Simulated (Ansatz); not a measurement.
# Bi (R-3m) in Ansatz: notebook, part 2 of 2

Ansatz 0.2.0. Earlier steps stand in the parts before.

## (3) Single point, HSE06, 32.97 Å³/atom (volume scaled by 0.94)

input

```
crystal:
  lattice:
    - [2.2212115015, 1.2824170583, 3.8576100961]
    - [-2.2212115015, 1.2824170583, 3.8576100961]
    - [0.0, -2.5648341167, 3.8576100961]
  atoms:
    - { symbol: Bi, position: [0.766, 0.766, 0.766] }
    - { symbol: Bi, position: [0.234, 0.234, 0.234] }
hamiltonian:
  xc: hse06
  pseudopotentials: { kind: paw }
kpoints:
  mp_grid: { grid: [4, 4, 4] }
scf:
  occupations: { method: fermi_dirac, width: 0.05 }
output:
  forces: true
  stress: true
  eigenvalues: true
  write_density: true
  write_potential: true
  elf: true
  volumetric_format: npy
```

Potentials or basis: Ansatz PAW.

Log:

```text
Warning: output.stress: scf.convergence.dr2_threshold = 1e-7 eV (the SCF's general default) is looser than the 2e-10 eV advised for a printed stress (1e-10 eV for each atom of the cell: 2). What an SCF threshold leaves in a stress goes as its square root, and in the free energy as the threshold itself, and one threshold admits the most on a small cell: of the crystals measured, under no hybrid functional and no lock of the moments, on runs that ended without the residual-converged pass, on stresses that held no estimate of that error, the worst erred by over 100 MPa in a component at 1e-7 eV an atom and by under 5 at 1e-10. Set scf.convergence.dr2_threshold to 2e-10 eV or tighter. The threshold is an SCF's pass mark: one that does not reach it within its budget of iterations ends unconverged, or closes short of it on a stop that the run arms, and scf.convergence.dr2_threshold's page says what that costs each kind of run
Warning: output.stress: scf.exx.energy_threshold = 1e-6 eV is looser than the 2e-8 eV advised for a stress under a hybrid functional (1e-8 eV for each atom of the cell: 2). Every SCF of the exchange loop can meet its threshold on dr2 while the loop round them stops early: no threshold on dr2 bounds what that leaves in the stress. Set scf.exx.energy_threshold to 2e-8 eV or tighter. The threshold is the loop's pass mark: a loop that does not reach it within its budget of cycles ends unconverged, and scf.exx.energy_threshold's page has the law
GPUs: using 1 of 1 available (devices: 1).
Engine: ansatz 0.2.0, x86_64-unknown-linux-gnu
Pseudopotentials: kind: paw
Pseudopotential: Bi, paw, valence charge 15, recommended cutoff 420 eV (normal), Bi.paw.azcp
Functional definition: HSE06
  parameter a = 0.25
  parameter omega = 0.11/bohr
  exchange = pbe_x - a*pbe_x_sr(omega) + a*exact_x_sr(omega)
  correlation = pbe_c
device memory: the entry about to start is reckoned to put 0.6 GiB on a device that reports 61.9 GiB free (of which the cap on the GPU budget leaves the run 18.0 GiB)
GPU FFT provider: cuFFT
GPU libraries: cuBLAS 13.8.2, cuFFT 12.4.0, cuSOLVER 12.3.4
Crystal: 2 atoms, lattice volume = 65.931 Å³
Basis set: ecut = 420 eV, 1297 PW (Γ), exchange–correlation on 64×64×64 points (8 copies of the dense FFT grid, shifted against one another)
Bands: 19, of which v1, the nominal top of the filled ones, is band 15 counted from 1 (14 counted from 0)
Symmetry: 12 space group operations
Space group: R-3m (ITA 166), of the structure as read, at distance tolerance 4.0e-5 Å
k-points: 13 of 64
Non-local potential: Bi, projectors of the file, l = 0: 2, l = 1: 2, l = 2: 2, l = 3: 2
PAW form: soft (Blöchl's): semilocal exchange-correlation on the pseudo side does not see the compensation charge
PAW frozen core: Bi, regenerated for the run's functional, and the local potential with it (the file was generated under x = pbe(κ = 0.804, μ = 0.2195149727645171), c = pbe(β = 0.06672455060314922))
PAW one-centre angular grid: Bi, 590 points (default); XC on 64 Gauss nodes
Initial density: superposition of atomic densities (neutral atoms: chi_scale 0, normalization atom), corrected by the library's trained network
Initial wavefunctions: pseudopotential atomic-orbital guess
GPU buffer pool allocated for 32768 grid points (all kernels)
GPU transforms: local potential and band sums: pruned to the plane-wave sphere, on 32×32×32
Functional: x = pbe(κ = 0.804, μ = 0.2195149727645171), c = pbe(β = 0.06672455060314922), warm-up for x = pbe(κ = 0.804, μ = 0.2195149727645171) + 0.25 (exact − pbe) at short range (hse, ω = 0.20786987370883472 Å⁻¹), c = pbe(β = 0.06672455060314922); HSE06 as pw.x's `hse` composes it (authors' and Libxc's form: `xc: wpbeh`)
SCF iter   1: F=—  HF=-24793.040771 eV  |F-HF|=—  |Δ(HF+E_count)|=         —  Δρ=1.03e-3  dr2=1.53e-3  ethr=1.77e-3  ⟨swp⟩=11.6  Hψ=1111  notcnv=0
preconditioner: auto → Kerker (q_TF=auto, 2.393 Å⁻¹)  [metal: Δε(μ)=0.038 eV  Ē_g=20.603 eV  σ=0.050 eV  W_gap=0.18  n_scr=14 (ndim 8)  ℏωp=25.0 eV  f_vac=0.001  D(μ)=1.13/eV (n_scr^D=8)]
SCF iter   2: F=—  HF=-24793.041913 eV  |F-HF|=—  |Δ(HF+E_count)|=   1.14e-3  Δρ=7.18e-4  dr2=7.56e-4  ethr=5.09e-6  ⟨swp⟩=5.5  Hψ=832  notcnv=0  defer=3
iter 3 solved again at ethr=1.11e-7 eV; its pass at ethr=2.52e-6 eV (dr2=3.33e-5 eV) is discarded
SCF iter   3: F=—  HF=-24793.041834 eV  |F-HF|=—  |Δ(HF+E_count)|=   7.82e-5  Δρ=1.93e-4  dr2=3.11e-5  ethr=1.11e-7  ⟨swp⟩=3.4  Hψ=1103  notcnv=0
SCF iter   4: F=—  HF=-24793.041842 eV  |F-HF|=—  |Δ(HF+E_count)|=   8.16e-6  Δρ=6.69e-5  dr2=3.58e-6  ethr=1.04e-7  ⟨swp⟩=2.8  Hψ=464  notcnv=0
SCF iter   5: F=—  HF=-24793.041843 eV  |F-HF|=—  |Δ(HF+E_count)|=   9.45e-7  Δρ=2.46e-5  dr2=4.52e-7  ethr=1.19e-8  ⟨swp⟩=3.8  Hψ=525  notcnv=0
SCF iter   6: F=—  HF=-24793.041844 eV  |F-HF|=—  |Δ(HF+E_count)|=   5.89e-7  Δρ=6.74e-6  dr2=4.20e-8  ethr=1.51e-9  ⟨swp⟩=3.2  Hψ=511  notcnv=0
SCF iter   7: F=—  HF=-24793.041844 eV  |F-HF|=—  |Δ(HF+E_count)|=   4.31e-8  Δρ=3.81e-6  dr2=9.78e-9  ethr=1.40e-10  ⟨swp⟩=3.5  Hψ=638  notcnv=0
[... 27 lines left out ...]
GPU FFT provider: cuFFT
GPU libraries: cuBLAS 13.8.2, cuFFT 12.4.0, cuSOLVER 12.3.4
GPU buffer pool allocated for 32768 grid points (all kernels)
GPU transforms: local potential and band sums: pruned to the plane-wave sphere, on 32×32×32
Exchange kernel: α = 0.2500, screened, ω = 0.2079 Å⁻¹, Wigner–Seitz truncation, v(0) = 1039.4033 eV·Å³, q-mesh 4×4×4, nearest image of the exchange supercell L = 17.77 Å, pair-density grid 18×18×18, without the augmentation charges, whose exchange is taken in its separable form by FFT convolution over the k-point mesh (sized by the pseudopotential files, 25×27×27 at the most), smooth part of the exact exchange by density-matrix convolution in up to 1.51 GiB of GPU memory as planned if the GPU has room (build and FFT work areas not counted)
Frozen-core exchange: fock
SCF iter   1: F=—  HF=-24800.610182 eV  |F-HF|=—  |Δ(HF+E_count)|=         —  Δρ=1.59e-5  dr2=2.47e-7  ethr=2.97e-7  ⟨swp⟩=4.0  Hψ=570  notcnv=0
preconditioner: auto → none  [insulator: Δε(μ)=0.114 eV  Ē_g=22.603 eV  σ=0.050 eV  W_gap=0.52  n_scr=14 (ndim 8)  ℏωp=25.0 eV  f_vac=0.000  D(μ)=0.70/eV (n_scr^D=0)]
SCF iter   2: F=—  HF=-24800.610182 eV  |F-HF|=—  |Δ(HF+E_count)|=   7.46e-7  Δρ=1.37e-5  dr2=7.72e-8  ethr=7.79e-10  ⟨swp⟩=5.0  Hψ=802  notcnv=0
SCF iter   3: F=—  HF=-24800.610182 eV  |F-HF|=—  |Δ(HF+E_count)|=   2.63e-8  Δρ=3.57e-6  dr2=4.80e-9  ethr=2.52e-10  ⟨swp⟩=3.8  Hψ=521  notcnv=0  defer=1
SCF iter   4: F=-24800.610182 eV  HF=-24800.610182 eV  |F-HF|=4.37e-11  |Δ(HF+E_count)|=   2.55e-9  Δρ=8.01e-7  dr2=1.90e-10  ethr=1.57e-11  ⟨swp⟩=4.9  Hψ=644  notcnv=0  defer=4
SCF 3 converged in 4 iterations: F = -24800.610182 eV  dr2 = 1.90e-10
  Residual-converged pass: ⟨swp⟩=4.0  Hψ=834  notcnv=0  max |occ|·‖R‖ = 2.4e-7 eV (tolerance 2.7e-7 eV)  dr2=1.72e-10  dr2_onsite=5.04e-11  max |Δocc| = 6.5e-13
hybrid outer 2: dexx = +1.924e-7 eV, tail = 4.58e-9 eV, Δε = 1.20e-3 eV (about 2.74e-5 eV left of the loop's levels), ΔF = 7.55e-3 eV/Å (tail 7.38e-4)
hybrid SCF converged: 2 outer / 12 inner (+8 warm-up), last move |dexx| = 1.92e-7 eV, tail = 4.58e-9 eV
Stability not checked: this state was not tested for a lower state beside it, because the functional holds exact exchange (a hybrid, or Hartree-Fock), whose exchange loop this test does not read (fock_operator; see scf.lower_state_search)
Free energy (F): -24800.610182 eV
Frozen-core exchange: fock
Harris-Foulkes:  -24800.610182 eV  (|F-HF|=4.37e-11)
Internal energy: -24800.604724 eV  (E = F + TS)
E sigma→0 (E₀):  -24800.607453 eV
Entropy (-TS):   -0.005459 eV (-2.729 meV/atom)
Fermi energy:    10.373927 eV
--- Per-component energies (eV) ---
  E_band       = -243.622826
  E_kinetic    = 604.445159
  E_local      = -3020.079378  (includes V_loc(G=0)·N_el)
  E_nonlocal   = 1121.835437
  E_hartree    = 983.279805
  E_xc         = -243.116846
  E_vxc        = -230.601057  (∫ρ·V_xc dr)
  E_exx        = -70.042146  (= α·E_x^exact, valence–valence)
  E_paw        = -21325.482273  (= ΣΔE_a)
  E_vpaw       = -545.697564  (= ΣTr[D̂ρ^β])
  E_aug_tail   = -0.000865  (compensation charges beyond the density's cutoff)
  E_ewald      = -2851.746520
  E_core_change = 0.302903  (= ΣΔE_core)
  E_smearing   = -0.005459  (= −TS)
  E_closure    = -0.000000  (closes the sum)
  Σ components = -24800.610182   (vs F -24800.610182, Δ=-3.64e-12)
--- Forces (eV/Å), atoms counted from 1 ---
  atom   1  Bi    -0.00000000     0.00000000    -0.00534390
  atom   2  Bi     0.00000000    -0.00000000     0.00534390
  max |Σ_I F_I| component: 9.25e-18 eV/Å
--- Stress (GPa, compression-positive) ---
        4.113110       0.000000      -0.000000
        0.000000       4.113110       0.000000
       -0.000000       0.000000       3.488746
  P = ⅓ Tr σ = 3.9050 GPa (39.050 kbar)
--- Band table (eV; the first three rows and the last of 13) ---
  k-point 0: bands = ["-14.6120", "-14.6120", "-14.4125", "-14.4125", "-14.3918", "-14.1667", "-14.1493", "-14.1493", "-14.0050", "-14.0050", "-4.3730", "2.9653", "8.7014", "9.0133", "9.0133", "13.5448", "14.1287", "14.1287", "16.7160"]
  k-point 1: bands = ["-14.5583", "-14.5415", "-14.3900", "-14.3684", "-14.3511", "-14.2109", "-14.1880", "-14.1701", "-14.0795", "-14.0622", "-3.6639", "1.2671", "8.8236", "8.9874", "9.4038", "12.0332", "12.6213", "12.8217", "16.2420"]
  k-point 2: bands = ["-14.4844", "-14.3967", "-14.3644", "-14.3430", "-14.2869", "-14.2654", "-14.2361", "-14.2323", "-14.1764", "-14.1380", "-1.9728", "-1.2050", "8.9408", "9.0364", "10.3156", "10.4298", "11.2229", "11.7845", "18.8004"]
  k-point 12: bands = ["-14.4940", "-14.4940", "-14.3639", "-14.3639", "-14.3368", "-14.2176", "-14.1874", "-14.1874", "-14.1393", "-14.1393", "-2.8133", "-0.4998", "9.7239", "9.7239", "9.7421", "11.3845", "11.3845", "11.5421", "18.3527"]
```

v_z.tsv:

```text
# z_ang	v_es[eV]	v_tot[eV]
# format = ansatz-planar-average/11
# xc	hse06
# density_cutoff_ev	1680
# datasets	Bi=:simpson_from_first_knot:soft:fock:shift=0
# lattice	2.221211502	1.282417058	3.857610096
# lattice	-2.221211502	1.282417058	3.857610096
# lattice	0.000000000	-2.564834117	3.857610096
# sites	2
# site	83	0.000000000	-0.000000000	8.864788001
# site	83	0.000000000	-0.000000000	2.708042287
0.000000	7.026444e0	-9.890992e-1
0.144764	6.694649e0	-1.349514e0
0.289528	5.790729e0	-2.318951e0
0.434292	4.544687e0	-3.638363e0
0.579055	3.242195e0	-5.008558e0
0.723819	2.125304e0	-6.175654e0
[... 24 lines left out ...]
4.342915	5.790729e0	-2.318951e0
4.487679	6.694649e0	-1.349514e0
```

Wall time 17 s (1 × NVIDIA H100 80GB HBM3 with 2 threads of AMD EPYC 7R13 (Zen 3), shared host); peak memory 1.4 GiB.

Results:

* Free energy: -24800.6102 eV
* Pressure: 3.9 GPa
* Largest force: 0.005 eV/Å

Caveat: the k mesh is coarse (spacing up to 0.43 Å⁻¹), so the values aren't converged, least of all with exact exchange; spin-orbit coupling is left out, which moves the levels of the heavy elements; the PAW data sets come from PBE, with cores solved anew for the run's functional, which leaves a small shift of forces and pressure; the thresholds are loose for stress.

## (4) Single point, HSE06, 33.67 Å³/atom (volume scaled by 0.96)

input

```
crystal:
  lattice:
    - [2.2368543514, 1.2914484619, 3.8847772595]
    - [-2.2368543514, 1.2914484619, 3.8847772595]
    - [0.0, -2.5828969239, 3.8847772595]
  atoms:
    - { symbol: Bi, position: [0.766, 0.766, 0.766] }
    - { symbol: Bi, position: [0.234, 0.234, 0.234] }
hamiltonian:
  xc: hse06
  pseudopotentials: { kind: paw }
kpoints:
  mp_grid: { grid: [4, 4, 4] }
scf:
  occupations: { method: fermi_dirac, width: 0.05 }
output:
  forces: true
  stress: true
  eigenvalues: true
```

Run time: 14 s. Hardware: 1 × NVIDIA H100 80GB HBM3 with 2 threads of AMD EPYC 7R13 (Zen 3), shared host; peak memory 1.4 GiB.

Results (log left out):

```yaml
Free_energy: -24800.6384 eV
Pressure: 2.6 GPa
Largest_force: 0.097 eV/Å
```

Caveat: the k mesh is coarse (spacing up to 0.43 Å⁻¹), so the values aren't converged, least of all with exact exchange; spin-orbit coupling is left out, which moves the levels of the heavy elements; the PAW data sets come from PBE, with cores solved anew for the run's functional, which leaves a small shift of forces and pressure; the thresholds are loose for stress.

## (5) Single point, HSE06, 34.37 Å³/atom (volume scaled by 0.98)

input: that of step 4 with these lines changed.

```diff
@@ -2,5 +2,5 @@
   lattice:
-    - [2.2368543514, 1.2914484619, 3.8847772595]
-    - [-2.2368543514, 1.2914484619, 3.8847772595]
-    - [0.0, -2.5828969239, 3.8847772595]
+    - [2.2522814206, 1.3003552845, 3.9115696734]
+    - [-2.2522814206, 1.3003552845, 3.9115696734]
+    - [0.0, -2.600710569, 3.9115696734]
   atoms:
```

It took 12 s on 1 × NVIDIA H100 80GB HBM3 with 2 threads of AMD EPYC 7R13 (Zen 3), shared host; peak memory 1.4 GiB.

The run converged. Its results:

```
Free energy   : -24800.6555 eV
Pressure      : 1.4 GPa
Largest force : 0.192 eV/Å
```

Caveat: the k mesh is coarse (spacing up to 0.42 Å⁻¹), so the values aren't converged, least of all with exact exchange; spin-orbit coupling is left out, which moves the levels of the heavy elements; the PAW data sets come from PBE, with cores solved anew for the run's functional, which leaves a small shift of forces and pressure; the thresholds are loose for stress.

## (6) Single point, HSE06, 35.07 Å³/atom

input: that of step 5 with these lines changed.

```diff
@@ -2,5 +2,5 @@
   lattice:
-    - [2.2522814206, 1.3003552845, 3.9115696734]
-    - [-2.2522814206, 1.3003552845, 3.9115696734]
-    - [0.0, -2.600710569, 3.9115696734]
+    - [2.2675, 1.3091417354, 3.938]
+    - [-2.2675, 1.3091417354, 3.938]
+    - [0.0, -2.6182834708, 3.938]
   atoms:
@@ -19 +19,5 @@
   eigenvalues: true
+  write_density: true
+  write_potential: true
+  elf: true
+  volumetric_format: npy
```

Potentials or basis: Ansatz PAW.

Run time: 11 s. Hardware: 1 × NVIDIA H100 80GB HBM3 with 2 threads of AMD EPYC 7R13 (Zen 3), shared host; peak memory 1.4 GiB.

Results (log left out):

```yaml
Free_energy: -24800.6626 eV
Pressure: 0.3 GPa
Largest_force: 0.281 eV/Å
```

Caveat: the k mesh is coarse (spacing up to 0.42 Å⁻¹), so the values aren't converged, least of all with exact exchange; spin-orbit coupling is left out, which moves the levels of the heavy elements; the PAW data sets come from PBE, with cores solved anew for the run's functional, which leaves a small shift of forces and pressure; the thresholds are loose for stress.

## (7) Single point, HSE06, 35.77 Å³/atom (volume scaled by 1.02)

input

```
crystal:
  lattice:
    - [2.2825169939, 1.3178118009, 3.9640802302]
    - [-2.2825169939, 1.3178118009, 3.9640802302]
    - [0.0, -2.6356236018, 3.9640802302]
  atoms:
    - { symbol: Bi, position: [0.766, 0.766, 0.766] }
    - { symbol: Bi, position: [0.234, 0.234, 0.234] }
hamiltonian:
  xc: hse06
  pseudopotentials: { kind: paw }
kpoints:
  mp_grid: { grid: [4, 4, 4] }
scf:
  occupations: { method: fermi_dirac, width: 0.05 }
output:
  forces: true
  stress: true
  eigenvalues: true
```

Wall time 12 s (1 × NVIDIA H100 80GB HBM3 with 2 threads of AMD EPYC 7R13 (Zen 3), shared host); peak memory 1.4 GiB.

The run converged. Its results:

```yaml
Free_energy: -24800.6608 eV
Pressure: -0.7 GPa
Largest_force: 0.364 eV/Å
Band_gap_on_the_k_mesh: 0.19 eV, direct
```

Caveat: spin-orbit coupling is left out, which as a rule narrows the gap of such compounds by several tenths of an eV; the PAW data sets come from PBE, with cores solved anew for the run's functional, which leaves a small shift of forces and pressure; the thresholds are loose for stress.

## (8) Single point, HSE06, 36.47 Å³/atom (volume scaled by 1.04)

input: that of step 7 with these lines changed.

```diff
@@ -2,5 +2,5 @@
   lattice:
-    - [2.2825169939, 1.3178118009, 3.9640802302]
-    - [-2.2825169939, 1.3178118009, 3.9640802302]
-    - [0.0, -2.6356236018, 3.9640802302]
+    - [2.2973389482, 1.3263692602, 3.9898217322]
+    - [-2.2973389482, 1.3263692602, 3.9898217322]
+    - [0.0, -2.6527385203, 3.9898217322]
   atoms:
```

Wall time 13 s (1 × NVIDIA H100 80GB HBM3 with 2 threads of AMD EPYC 7R13 (Zen 3), shared host); peak memory 1.5 GiB.

The run converged. Its results:

```yaml
Free_energy: -24800.6510 eV
Pressure: -1.5 GPa
Largest_force: 0.442 eV/Å
Band_gap_on_the_k_mesh: 0.21 eV, direct
```

Caveat: spin-orbit coupling is left out, which as a rule narrows the gap of such compounds by several tenths of an eV; the PAW data sets come from PBE, with cores solved anew for the run's functional, which leaves a small shift of forces and pressure; the thresholds are loose for stress.

## (9) Single point, HSE06, 37.17 Å³/atom (volume scaled by 1.06)

input: that of step 8 with these lines changed.

```diff
@@ -2,5 +2,5 @@
   lattice:
-    - [2.2973389482, 1.3263692602, 3.9898217322]
-    - [-2.2973389482, 1.3263692602, 3.9898217322]
-    - [0.0, -2.6527385203, 3.9898217322]
+    - [2.3119720748, 1.3348176998, 4.0152352947]
+    - [-2.3119720748, 1.3348176998, 4.0152352947]
+    - [0.0, -2.6696353996, 4.0152352947]
   atoms:
@@ -19 +19,5 @@
   eigenvalues: true
+  write_density: true
+  write_potential: true
+  elf: true
+  volumetric_format: npy
```

Potentials or basis: Ansatz PAW.

Run time: 15 s. Hardware: 1 × NVIDIA H100 80GB HBM3 with 2 threads of AMD EPYC 7R13 (Zen 3), shared host; peak memory 1.5 GiB.

It converged, with:

```
Free energy            : -24800.6342 eV
Pressure               : -2.3 GPa
Largest force          : 0.515 eV/Å
Band gap on the k mesh : 0.23 eV, direct
```

Caveat: spin-orbit coupling is left out, which as a rule narrows the gap of such compounds by several tenths of an eV; the PAW data sets come from PBE, with cores solved anew for the run's functional, which leaves a small shift of forces and pressure; the thresholds are loose for stress.

## (10) Equation of state, HSE06

Potentials or basis: Ansatz PAW.

This step only gathers the single runs of the series.

What came out:

```yaml
Equilibrium_volume: 35.27 Å³/atom
Bulk_modulus_at_fixed_shape_and_positions: 49 GPa
Pressure_derivative_of_the_bulk_modulus: 4.6
```

Energy against volume, from the lowest point:
| volume (Å³/atom) | energy (meV/atom) |
| --- | --- |
| 32.965 | 26.21 |
| 33.667 | 12.10 |
| 34.368 | 3.57 |
| 35.070 | 0.00 |
| 35.771 | 0.91 |
| 36.472 | 5.79 |
| 37.174 | 14.22 |

Caveat: the k mesh is coarse (spacing up to 0.42 Å⁻¹), so the values aren't converged, least of all with exact exchange; the cell was scaled at fixed shape and fractional positions, which overstates the stiffness of a crystal with free parameters, most of all of layers and chains; the PAW data sets were made with another functional, which shifts forces and pressure a little; spin-orbit coupling is left out, which moves the levels of the heavy elements.
